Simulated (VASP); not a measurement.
Write the native input for VASP 6.6.1 that does the following.

```yaml
Task: relaxation of cell and atoms
Functional: PBEsol
Potentials_or_basis: VASP PAW PBE potentials, release 64 (La)
Cutoff: 600 eV
k_mesh: 8 × 8 × 2
Occupations: fermi-dirac, width 0.05 eV
Spin: no spin polarisation
Dipole_correction: no
Further_INCAR_settings: ALGO = Fast; EDIFF = 1e-06; IBRION = 2; EDIFFG = -0.03; NSW = 80; ISIF = 3
```

The structure of La lies in POSCAR:

```
La
1.0
    3.7700000000      0.0000000000      0.0000000000
   -1.8850000000      3.2649200000      0.0000000000
    0.0000000000      0.0000000000     12.1590000000
La
4
Direct
    0.0000000000      0.0000000000      0.0000000000
    0.0000000000      0.0000000000      0.5000000000
    0.3333333333      0.6666666667      0.7500000000
    0.6666666667      0.3333333333      0.2500000000
```

These files were run (other wordings do the same):

INCAR

```
PREC     = Accurate       # precision mode
ENCUT    = 600            # plane-wave cutoff, eV
EDIFF    = 1E-6           # SCF threshold, eV
ISMEAR   = -1             # smearing method
SIGMA    = 0.05           # smearing width, eV
LREAL    = F              # projectors in reciprocal space
LASPH    = T              # aspherical terms in the spheres
NELM     = 100            # most SCF steps
ALGO     = Fast           # electronic algorithm
ISIF     = 3              # what is computed and relaxed
LWAVE    = F              # write WAVECAR
LCHARG   = F              # write CHGCAR
GGA      = PS             # functional
IBRION   = 2              # ionic algorithm
NSW      = 80             # ionic steps
EDIFFG   = -0.03          # ionic threshold
```

KPOINTS

```
Automatic mesh
0
Gamma
  8 8 2
```

Potentials or basis: VASP PAW PBE potentials, release 64 (La).

The run is started by

```console
$ cat potpaw_PBE.64/La/POTCAR > POTCAR
$ mpirun -np 1 vasp_std > vasp.out
```

Results of the run:

```
Relaxed volume                         : 33.94 Å³/atom
Relaxed cell                           : a = 3.647 Å, b = 3.647 Å, c = 11.789 Å, α = 90.00°, β = 90.00°, γ = 120.00°
Space group after relaxing (to 0.05 Å) : P6_3/mmc (No. 194)
Energy gained by relaxing              : 25.9 meV/atom
Ionic steps                            : 9
Pressure after relaxing                : 0.1 GPa
Band gap on the k mesh                 : none (metal or under the smearing width)
```

Caveat: the PAW data sets were made with another functional, which shifts forces and pressure a little.

Wall time 16 min on 1 thread of AMD EPYC 9R45 96-Core Processor (Zen 5), with other jobs on the host, peak memory 0.32 GiB.
